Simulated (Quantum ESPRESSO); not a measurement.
# GaP (F-43m) in Quantum ESPRESSO: reference runs

How does GaP come out in PBE? The cell is run as given and disturbed.

All numbers are computed with Quantum ESPRESSO 7.5; they aren't measurements. Logs are shortened: lines on timing, memory, paths and dates and some standing lists are left out, and cuts for length are marked.

**Measured values to compare with.**

From “Stacking defects in GaP nanowires: Electronic structure and optical properties”, 2018, arxiv:1810.01194, for a bulk crystal of GaP at 10 K: band gap 2.34 eV (indirect).

The runs below are set against these values where they give the same quantity.

## Step 1: The structure

Symmetry: F-43m, No. 216, cubic system. Conventional cell: a = 5.451 Å, b = 5.451 Å, c = 5.451 Å, α = 90.00°, β = 90.00°, γ = 90.00°. Around Ga (site symmetry -43m) lie 4 P at 2.36 Å. Around P (site symmetry -43m) lie 4 Ga at 2.36 Å.

## Step 2: Single point, PBE

Contents of pw.in:

```
&CONTROL
  calculation = 'scf'
  prefix = 'pwscf'
  outdir = './tmp'
  pseudo_dir = './pseudo'
  tprnfor = .true.
  tstress = .true.
  disk_io = 'nowf'
/
&SYSTEM
  ibrav = 0
  nat = 2
  ntyp = 2
  ecutwfc = 70
  ecutrho = 560
  nbnd = 15
  occupations = 'smearing'
  smearing = 'fd'
  degauss = 0.00367493
/
&ELECTRONS
  conv_thr = 4d-10
  electron_maxstep = 120
  mixing_beta = 0.5
/
ATOMIC_SPECIES
Ga    69.7230 Ga.pbe-dn-kjpaw_psl.1.0.0.UPF
P     30.9738 P.pbe-n-rrkjus_psl.1.0.0.UPF
CELL_PARAMETERS angstrom
   0.0000000000    2.7252500000    2.7252500000
   2.7252500000    0.0000000000    2.7252500000
   2.7252500000    2.7252500000    0.0000000000
ATOMIC_POSITIONS crystal
Ga     0.0000000000    0.0000000000    0.0000000000
P      0.7500000000    0.7500000000    0.7500000000
K_POINTS automatic
8 8 8 0 0 0
```

Potentials or basis: SSSP 1.3 efficiency PBE.

Command:

```
$ OMP_NUM_THREADS=1 pw.x -in pw.in > pw.out
```

pw.out:

```text
This program is part of the open-source Quantum ESPRESSO suite
     for quantum simulation of materials; please cite
         "P. Giannozzi et al., J. Phys.:Condens. Matter 21 395502 (2009);
         "P. Giannozzi et al., J. Phys.:Condens. Matter 29 465901 (2017);
         "P. Giannozzi et al., J. Chem. Phys. 152 154105 (2020);
     in publications or presentations arising from this work. More details at

     file Ga.pbe-dn-kjpaw_psl.1.0.0.UPF: wavefunction(s)  4S renormalized
     Message from routine setup:
     using ibrav=0 with symmetry is DISCOURAGED, use correct ibrav instead

     Subspace diagonalization in iterative solution of the eigenvalue problem:
     a serial algorithm will be used

     G-vector sticks info
     --------------------
     sticks:   dense  smooth     PW     G-vecs:    dense   smooth      PW
     Sum        2053    1027    313                61239    21595    3527

     Using Slab Decomposition

     bravais-lattice index     =            0
     lattice parameter (alat)  =       7.2832  a.u.
     unit-cell volume          =     273.1780 (a.u.)^3
     number of atoms/cell      =            2
     number of atomic types    =            2
     number of electrons       =        18.00
     number of Kohn-Sham states=           15
     kinetic-energy cutoff     =      70.0000  Ry
     charge density cutoff     =     560.0000  Ry
     scf convergence threshold =      4.0E-10
     mixing beta               =       0.5000
     number of iterations used =            8  plain     mixing
     Exchange-correlation= PBE
                           (   1   4   3   4   0   0   0)

     celldm(1)=   7.283166  celldm(2)=   0.000000  celldm(3)=   0.000000
     celldm(4)=   0.000000  celldm(5)=   0.000000  celldm(6)=   0.000000

     crystal axes: (cart. coord. in units of alat)
               a(1) = (   0.000000   0.707107   0.707107 )
               a(2) = (   0.707107   0.000000   0.707107 )
               a(3) = (   0.707107   0.707107   0.000000 )

     reciprocal axes: (cart. coord. in units 2 pi/alat)
               b(1) = ( -0.707107  0.707107  0.707107 )
               b(2) = (  0.707107 -0.707107  0.707107 )
               b(3) = (  0.707107  0.707107 -0.707107 )

     PseudoPot. # 1 for Ga read from file:
     Ga.pbe-dn-kjpaw_psl.1.0.0.UPF
     Pseudo is Projector augmented-wave + core cor, Zval = 13.0
     Generated using "atomic" code by A. Dal Corso  v.5.1
     Shape of augmentation charge: PSQ
     Using radial grid of 1205 points,  6 beta functions with:
                l(1) =   0
                l(2) =   0
                l(3) =   1
                l(4) =   1
                l(5) =   2
                l(6) =   2
     Q(r) pseudized with 0 coefficients

     PseudoPot. # 2 for P  read from file:
     P.pbe-n-rrkjus_psl.1.0.0.UPF
     Pseudo is Ultrasoft + core correction, Zval =  5.0
     Generated using "atomic" code by A. Dal Corso  v.5.1
     Using radial grid of 1147 points,  6 beta functions with:
                l(1) =   0
                l(2) =   0
                l(3) =   1
                l(4) =   1
                l(5) =   2
                l(6) =   2
     Q(r) pseudized with 0 coefficients

     atomic species   valence    mass     pseudopotential
     Ga               13.00    69.72300     Ga( 1.00)
     P                 5.00    30.97380     P ( 1.00)

     24 Sym. Ops. (no inversion) found

   Cartesian axes

     site n.     atom                  positions (alat units)
         1        Ga     tau(   1) = (   0.0000000   0.0000000   0.0000000  )
         2        P      tau(   2) = (   1.0606602   1.0606602   1.0606602  )

     number of k points=    29  Fermi-Dirac smearing, width (Ry)=  0.0037
                       cart. coord. in units 2pi/alat
        k(    1) = (   0.0000000   0.0000000   0.0000000), wk =   0.0039062
        k(    2) = (   0.0883883   0.0883883  -0.0883883), wk =   0.0312500
        k(    3) = (   0.1767767   0.1767767  -0.1767767), wk =   0.0312500
        k(    4) = (   0.2651650   0.2651650  -0.2651650), wk =   0.0312500
        k(    5) = (  -0.3535534  -0.3535534   0.3535534), wk =   0.0156250
        k(    6) = (   0.1767767   0.0000000   0.0000000), wk =   0.0234375
[... 21 lines left out ...]
        k(   28) = (  -0.7071068   0.1767767   0.0000000), wk =   0.0468750
        k(   29) = (  -0.7071068   0.3535534   0.0000000), wk =   0.0234375

     Dense  grid:    61239 G-vectors     FFT dimensions: (  60,  60,  60)

     Smooth grid:    21595 G-vectors     FFT dimensions: (  40,  40,  40)

     Initial potential from superposition of free atoms

     starting charge      17.9969, renormalised to      18.0000
     Starting wfcs are   13 randomized atomic wfcs +    2 random wfcs
     Checking if some PAW data can be deallocated...

     Self-consistent Calculation

     iteration #  1     ecut=    70.00 Ry     beta= 0.50
     Davidson diagonalization with overlap
     ethr =  1.00E-02,  avg # of iterations =  6.0

     Threshold (ethr) on eigenvalues was too large:
     Diagonalizing with lowered threshold

     Davidson diagonalization with overlap
     ethr =  3.63E-04,  avg # of iterations =  6.7

     total energy              =    -292.01496573 Ry
     estimated scf accuracy    <       0.07369433 Ry

     iteration #  2     ecut=    70.00 Ry     beta= 0.50
     Davidson diagonalization with overlap
     ethr =  4.09E-04,  avg # of iterations =  2.2
[... 11 lines left out ...]
     iteration #  4     ecut=    70.00 Ry     beta= 0.50
     Davidson diagonalization with overlap
     ethr =  2.27E-05,  avg # of iterations =  2.1

     total energy              =    -292.03334928 Ry
     estimated scf accuracy    <       0.00093921 Ry

     iteration #  5     ecut=    70.00 Ry     beta= 0.50
     Davidson diagonalization with overlap
     c_bands:  1 eigenvalues not converged
     ethr =  5.22E-06,  avg # of iterations =  5.1

     total energy              =    -292.03351742 Ry
     estimated scf accuracy    <       0.00001838 Ry

     iteration #  6     ecut=    70.00 Ry     beta= 0.50
     Davidson diagonalization with overlap
     ethr =  1.02E-07,  avg # of iterations =  8.2

     total energy              =    -292.03356420 Ry
     estimated scf accuracy    <       0.00000165 Ry
[... 19 lines left out ...]
     total energy              =    -292.03356489 Ry
     estimated scf accuracy    <          2.9E-09 Ry

     iteration # 10     ecut=    70.00 Ry     beta= 0.50
     Davidson diagonalization with overlap
     ethr =  1.63E-11,  avg # of iterations =  7.4

     End of self-consistent calculation

          k = 0.0000 0.0000 0.0000 (  2733 PWs)   bands (ev):

    -7.4523  -7.4523  -7.4523  -7.3535  -7.3535  -5.4079   7.0862   7.0862
     7.0862   8.9156  10.9724  10.9724  10.9724  15.9042  16.8172

          k = 0.0884 0.0884-0.0884 (  2704 PWs)   bands (ev):

    -7.4661  -7.4475  -7.4475  -7.3535  -7.3535  -5.2053   5.4578   6.8565
     6.8565   9.5390  11.3221  11.3221  11.5570  16.2128  16.2129
[... 128 lines left out ...]
    -7.5619  -7.3993  -7.3919  -7.3780  -7.3369  -2.3963   0.4269   3.9208
     3.9945   9.8568  10.0292  15.5811  15.6775  18.5876  18.9389

          k =-0.7071 0.3536 0.0000 (  2720 PWs)   bands (ev):

    -7.5515  -7.4135  -7.3926  -7.3684  -7.3447  -2.3494   0.5375   3.5091
     3.6642  11.7932  11.9522  13.1934  13.2365  18.6825  18.9042

     the Fermi energy is     7.8783 ev

!    total energy              =    -292.03356490 Ry
     estimated scf accuracy    <          2.9E-10 Ry
     smearing contrib. (-TS)   =      -0.00000000 Ry
     internal energy E=F+TS    =    -292.03356490 Ry

     The total energy is F=E-TS. E is the sum of the following terms:
     one-electron contribution =    -114.84804261 Ry
     hartree contribution      =      73.24597671 Ry
     xc contribution           =     -42.61037538 Ry
     ewald contribution        =     -96.47762389 Ry
     one-center paw contrib.   =    -111.34349972 Ry

     convergence has been achieved in  10 iterations

     Forces acting on atoms (cartesian axes, Ry/au):

     atom    1 type  1   force =     0.00000000    0.00000000    0.00000000
     atom    2 type  2   force =     0.00000000    0.00000000    0.00000000

     Total force =     0.000000     Total SCF correction =     0.000000

     Computing stress (Cartesian axis) and pressure

          total   stress  (Ry/bohr**3)                   (kbar)     P=       23.95
   0.00016281  -0.00000000  -0.00000000           23.95       -0.00       -0.00
  -0.00000000   0.00016281  -0.00000000           -0.00       23.95       -0.00
  -0.00000000  -0.00000000   0.00016281           -0.00       -0.00       23.95

=------------------------------------------------------------------------------=
   JOB DONE.
=------------------------------------------------------------------------------=
```

Run time: 34 s. Hardware: 1 thread of AMD EPYC 9R14 (Zen 4), shared host; peak memory 0.29 GiB.

Results:

- Free energy: -3973.3191 eV
- Pressure: 2.4 GPa
- Band gap on the k mesh: 1.64 eV, indirect (least direct gap 1.83 eV)

## Step 3: Single point, PBE (atoms moved at random, drawn with an rms of 0.05 Å)

Changes to pw.in since step 2:

```diff
@@ -33,4 +33,4 @@
 ATOMIC_POSITIONS crystal
-Ga     0.0000000000    0.0000000000    0.0000000000
-P      0.7500000000    0.7500000000    0.7500000000
+Ga    -0.0013860000   -0.0157230000    0.0174070000
+P      0.7476240000    0.7471280000    0.7528140000
 K_POINTS automatic
```

Potentials or basis: SSSP 1.3 efficiency PBE.

Command:

```
$ OMP_NUM_THREADS=1 pw.x -in pw.in > pw.out
```

pw.out:

```text
This program is part of the open-source Quantum ESPRESSO suite
     for quantum simulation of materials; please cite
         "P. Giannozzi et al., J. Phys.:Condens. Matter 21 395502 (2009);
         "P. Giannozzi et al., J. Phys.:Condens. Matter 29 465901 (2017);
         "P. Giannozzi et al., J. Chem. Phys. 152 154105 (2020);
     in publications or presentations arising from this work. More details at

     file Ga.pbe-dn-kjpaw_psl.1.0.0.UPF: wavefunction(s)  4S renormalized

     Subspace diagonalization in iterative solution of the eigenvalue problem:
     a serial algorithm will be used

     G-vector sticks info
     --------------------
     sticks:   dense  smooth     PW     G-vecs:    dense   smooth      PW
     Sum        2053    1027    313                61239    21595    3527

     Using Slab Decomposition

     bravais-lattice index     =            0
     lattice parameter (alat)  =       7.2832  a.u.
     unit-cell volume          =     273.1780 (a.u.)^3
     number of atoms/cell      =            2
     number of atomic types    =            2
     number of electrons       =        18.00
     number of Kohn-Sham states=           15
     kinetic-energy cutoff     =      70.0000  Ry
     charge density cutoff     =     560.0000  Ry
     scf convergence threshold =      4.0E-10
     mixing beta               =       0.5000
     number of iterations used =            8  plain     mixing
     Exchange-correlation= PBE
                           (   1   4   3   4   0   0   0)

     celldm(1)=   7.283166  celldm(2)=   0.000000  celldm(3)=   0.000000
     celldm(4)=   0.000000  celldm(5)=   0.000000  celldm(6)=   0.000000

     crystal axes: (cart. coord. in units of alat)
               a(1) = (   0.000000   0.707107   0.707107 )
               a(2) = (   0.707107   0.000000   0.707107 )
               a(3) = (   0.707107   0.707107   0.000000 )

     reciprocal axes: (cart. coord. in units 2 pi/alat)
               b(1) = ( -0.707107  0.707107  0.707107 )
               b(2) = (  0.707107 -0.707107  0.707107 )
               b(3) = (  0.707107  0.707107 -0.707107 )

     PseudoPot. # 1 for Ga read from file:
     Ga.pbe-dn-kjpaw_psl.1.0.0.UPF
     Pseudo is Projector augmented-wave + core cor, Zval = 13.0
     Generated using "atomic" code by A. Dal Corso  v.5.1
     Shape of augmentation charge: PSQ
     Using radial grid of 1205 points,  6 beta functions with:
                l(1) =   0
                l(2) =   0
                l(3) =   1
                l(4) =   1
                l(5) =   2
                l(6) =   2
     Q(r) pseudized with 0 coefficients

     PseudoPot. # 2 for P  read from file:
     P.pbe-n-rrkjus_psl.1.0.0.UPF
     Pseudo is Ultrasoft + core correction, Zval =  5.0
     Generated using "atomic" code by A. Dal Corso  v.5.1
     Using radial grid of 1147 points,  6 beta functions with:
                l(1) =   0
                l(2) =   0
                l(3) =   1
                l(4) =   1
                l(5) =   2
                l(6) =   2
     Q(r) pseudized with 0 coefficients

     atomic species   valence    mass     pseudopotential
     Ga               13.00    69.72300     Ga( 1.00)
     P                 5.00    30.97380     P ( 1.00)

     No symmetry found

   Cartesian axes

     site n.     atom                  positions (alat units)
         1        Ga     tau(   1) = (   0.0011908   0.0113286  -0.0120979  )
         2        P      tau(   2) = (   1.0606192   1.0609699   1.0569493  )

     number of k points=   260  Fermi-Dirac smearing, width (Ry)=  0.0037

     Number of k-points >= 100: set verbosity='high' to print them.

     Dense  grid:    61239 G-vectors     FFT dimensions: (  60,  60,  60)

     Smooth grid:    21595 G-vectors     FFT dimensions: (  40,  40,  40)

     Initial potential from superposition of free atoms

     starting charge      17.9969, renormalised to      18.0000
     Starting wfcs are   13 randomized atomic wfcs +    2 random wfcs
     Checking if some PAW data can be deallocated...

     Self-consistent Calculation

     iteration #  1     ecut=    70.00 Ry     beta= 0.50
     Davidson diagonalization with overlap
     ethr =  1.00E-02,  avg # of iterations =  6.1

     Threshold (ethr) on eigenvalues was too large:
     Diagonalizing with lowered threshold

     Davidson diagonalization with overlap
     ethr =  3.71E-04,  avg # of iterations =  6.7

     total energy              =    -292.01363234 Ry
     estimated scf accuracy    <       0.07507052 Ry

     iteration #  2     ecut=    70.00 Ry     beta= 0.50
     Davidson diagonalization with overlap
     ethr =  4.17E-04,  avg # of iterations =  2.2

     total energy              =    -292.02761912 Ry
     estimated scf accuracy    <       0.00678238 Ry

     iteration #  3     ecut=    70.00 Ry     beta= 0.50
     Davidson diagonalization with overlap
     c_bands:  1 eigenvalues not converged
     ethr =  3.77E-05,  avg # of iterations =  8.0
[... 57 lines left out ...]
     total energy              =    -292.03248155 Ry
     estimated scf accuracy    <       0.00000005 Ry

     iteration # 10     ecut=    70.00 Ry     beta= 0.50
     Davidson diagonalization with overlap
     ethr =  2.82E-10,  avg # of iterations =  4.9

     total energy              =    -292.03248156 Ry
     estimated scf accuracy    <       0.00000002 Ry

     iteration # 11     ecut=    70.00 Ry     beta= 0.50
     Davidson diagonalization with overlap
     ethr =  8.68E-11,  avg # of iterations =  2.1

     End of self-consistent calculation

     Number of k-points >= 100: set verbosity='high' to print the bands.

     the Fermi energy is     7.9136 ev

!    total energy              =    -292.03248156 Ry
     estimated scf accuracy    <          6.5E-11 Ry
     smearing contrib. (-TS)   =      -0.00000000 Ry
     internal energy E=F+TS    =    -292.03248156 Ry

     The total energy is F=E-TS. E is the sum of the following terms:
     one-electron contribution =    -114.86089971 Ry
     hartree contribution      =      73.25079004 Ry
     xc contribution           =     -42.61077348 Ry
     ewald contribution        =     -96.46724759 Ry
     one-center paw contrib.   =    -111.34435083 Ry

     convergence has been achieved in  11 iterations

     Forces acting on atoms (cartesian axes, Ry/au):

     atom    1 type  1   force =    -0.00353583   -0.01690534    0.01300073
     atom    2 type  2   force =     0.00353583    0.01690534   -0.01300073

     Total force =     0.030572     Total SCF correction =     0.000010

     Computing stress (Cartesian axis) and pressure

          total   stress  (Ry/bohr**3)                   (kbar)     P=       24.97
   0.00017264   0.00007019  -0.00009141           25.40       10.33      -13.45
   0.00007019   0.00016710  -0.00001871           10.33       24.58       -2.75
  -0.00009141  -0.00001871   0.00016945          -13.45       -2.75       24.93

=------------------------------------------------------------------------------=
   JOB DONE.
=------------------------------------------------------------------------------=
```

It took 2.6 min on 1 thread of AMD EPYC 9R14 (Zen 4), shared host; peak memory 0.43 GiB.

Results:

```
Free energy            : -3973.3043 eV
Pressure               : 2.5 GPa
Largest force          : 0.556 eV/Å
Band gap on the k mesh : 1.45 eV, indirect (least direct gap 1.68 eV)
```

Forces on the atoms (eV/Å):
```
Ga  -0.091 -0.435  0.334
P    0.091  0.435 -0.334
```

Levels at points of the mesh, in eV from the valence-band top:
```tsv
k point	band 7	band 8	band 9	band 10	band 11	band 12
(0.00, 0.00, 0.00)	-0.32	-0.13	0.00	1.68	3.66	3.72
(0.00, 0.00, -0.50)	-6.96	-1.32	-1.18	1.62	4.53	4.74
(0.00, -0.50, -0.50)	-6.91	-2.83	-2.83	1.50	1.67	10.43
(0.50, 0.50, 0.50)	-6.75	-1.41	-1.13	1.51	4.36	4.75
(-0.50, 0.00, 0.00)	-6.80	-1.41	-1.12	1.53	4.37	4.77
(0.00, -0.50, 0.00)	-6.63	-1.38	-1.19	1.45	4.38	4.64
(-0.50, 0.00, -0.50)	-6.90	-2.89	-2.78	1.45	1.73	10.38
(-0.50, -0.50, 0.00)	-6.90	-2.87	-2.79	1.47	1.71	10.39
```

A k mesh can miss the band edges.

## Step 4: Comparison with measurements

Step 2. Measured gap of GaP: 2.34 eV (indirect; 10 K; quoted in “Stacking defects in GaP nanowires: Electronic structure and optical properties”, 2018, arxiv:1810.01194). This calculation gives 1.64 eV (-0.70 eV). Spin-orbit coupling on Ga is left out. The value is that of PBE on a finite k mesh, which can miss the band edges, without temperature or zero-point motion. Semilocal functionals fall short of measured gaps as a rule.
